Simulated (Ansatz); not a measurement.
InP:

```
In P
1.0
     0.00000    2.93050    2.93050
     2.93050    0.00000    2.93050
     2.93050    2.93050    0.00000
In P
1 1
Direct
  0.00000 0.00000 0.00000
  0.75000 0.75000 0.75000
```

Base run:

| Quantity | Value |
| --- | --- |
| Program | Ansatz 0.2.0 |
| Functional | HSE06 |
| Potentials or basis | all-electron PAW datasets made for the crystal |
| Cutoff | 270 eV (chosen from the basis error) |
| k mesh | 6 × 6 × 6 |
| Occupations | fermi-dirac, width 0.05 eV |
| Spin | no spin polarisation |

Its results: band gap on the k mesh 1.50 eV, direct; pressure 1.5 GPa.

Problem. The run is repeated on the same cell with these changes: functional from HSE06 to PBE; cutoff from 270 eV (chosen from the basis error) to 240 eV (chosen from the basis error). What comes out?

Solution. Band gap on the k mesh 0.71 eV, direct; pressure 3.3 GPa.

HSE06 gives the wider gap, since exact exchange removes part of the self-interaction.

Caveats: spin-orbit coupling is left out, which moves the levels of the heavy elements.

